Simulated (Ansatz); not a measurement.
Wanted: the native input for an Ansatz 0.2.0 run.

| Property | Result |
| --- | --- |
| Task | single point |
| Functional | PBE |
| Potentials or basis | Ansatz PAW |
| Cutoff | 420 eV (not typed: the program's choice for these potentials) |
| k mesh | 8 × 8 × 8 |
| Occupations | fermi-dirac, width 0.05 eV |
| Spin | no spin polarisation |

SiNi3:

```xyz
4
Lattice="3.5420 0.0000 0.0000 0.0000 3.5420 0.0000 0.0000 0.0000 3.5420" Properties=species:S:1:pos:R:3 pbc="T T T"
Ni    1.7710    1.7710    0.0000
Ni    1.7710    0.0000    1.7710
Ni    0.0000    1.7710    1.7710
Si    0.0000    0.0000    0.0000
```

One way to write it, as run:

input.yaml

```yaml
crystal:
  lattice:
    - [3.542, 0.0, 0.0]
    - [0.0, 3.542, 0.0]
    - [0.0, 0.0, 3.542]
  atoms:
    - { symbol: Ni, position: [0.5, 0.5, 0.0] }
    - { symbol: Ni, position: [0.5, 0.0, 0.5] }
    - { symbol: Ni, position: [0.0, 0.5, 0.5] }
    - { symbol: Si, position: [0.0, 0.0, 0.0] }
hamiltonian:
  xc: pbe
  pseudopotentials: { kind: paw }
kpoints:
  mp_grid: { grid: [8, 8, 8] }
scf:
  occupations: { method: fermi_dirac, width: 0.05 }
output:
  forces: true
  stress: true
  eigenvalues: true
```

Potentials or basis: Ansatz PAW.

Launch:

```sh
$ ansatz run input.yaml --threads 2 --pin off --max-ram 5632MiB --backend cpu --events-out ev --progress --plain --runs-dir out
```

It gave:

```yaml
Pressure: -6.0 GPa
Band_gap_on_the_k_mesh: none (metal or under the smearing width)
```

Wall time 1.1 s on 2 threads of Intel(R) Xeon(R) Platinum 8488C (Sapphire Rapids) (shared host), peak memory 0.37 GiB.
